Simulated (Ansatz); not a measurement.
## Lu: strain and displacement

```xyz
2
Lattice="3.5099 0.0000 0.0000 -1.7549 3.0397 0.0000 0.0000 0.0000 5.5666" Properties=species:S:1:pos:R:3 pbc="T T T"
Lu    0.0000    2.0264    1.3917
Lu    1.7549    1.0132    4.1749
```

Atom numbers follow the list: Lu1, Lu2.

The cell is COD entry 1538083, as deposited and not checked against the literature; nothing was relaxed.

No spin–orbit coupling, which matters for the heavy atoms here.

Level of theory: Ansatz 0.2.0, DFT, PBE, all-electron LAPW, scalar-relativistic.

The runs use a Γ-centred 13×13×8 k mesh, Fermi–Dirac smearing of 0.03 eV, basis error target 0.5 meV/atom, no spin polarisation.

The unchanged cell is at -0.90 GPa.

In a metal, stresses and small energies carry noise from the k mesh.

x, y and z are the Cartesian axes of the cell as listed; fractional coordinates follow a strain, and an engineering shear is twice the off-diagonal strain component.

Question: With this change (xy engineering shear strain of -1 %), what becomes of the energy and stress and forces?

Answer: Energy change under 1 meV/atom; stress change (xx, yy, zz, yz, xz, xy) 0.00, 0.01, 0.00, 0.00, 0.00, 0.32 GPa, compression positive; change of the force on Lu2 (-0.013, 0.000, 0.000) eV/Å.

With z strained by -2 % at fixed volume: energy change under 1 meV/atom; stress change (xx, yy, zz, yz, xz, xy) -0.71, -0.71, 1.18, 0.00, 0.00, 0.00 GPa, compression positive.
